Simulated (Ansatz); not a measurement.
System: cubic perovskite BaSnO3. Method: r²SCAN+rVV10 (Ansatz, a first-principles code, PAW).

Numerical settings: plane-wave cutoff 560 eV, 8×8×8 k mesh, Fermi–Dirac smearing 0.01 eV, scalar-relativistic PAW data made under PBE.

Response to compression and expansion:

| V (Å³/atom) | P (GPa) | direct gap at Γ (eV) | smallest gap on the k mesh (eV) |
|---|---|---|---|
| 13.131 | 11.71 | 2.968 | 2.524 |
| 13.410 | 7.35 | 2.683 | 2.228 |
| 13.690 | 3.46 | 2.411 | 1.946 |
| 13.969 | 0.00 | 2.150 | 1.677 |
| 14.249 | -3.09 | 1.899 | 1.420 |
| 14.528 | -5.84 | 1.659 | 1.174 |
| 14.807 | -8.28 | 1.429 | 0.940 |

The fundamental gap (1.68 eV at the equilibrium volume, with added k points) lies elsewhere than Γ–Γ.

Measured, for comparison: band gap 2.95 eV (temperature not stated, not corrected to a static lattice, indirect, from the absorption edge of a single crystal; as tabulated in Kim et al. (2012), arXiv:1207.0764).

Spin–orbit coupling is not included.
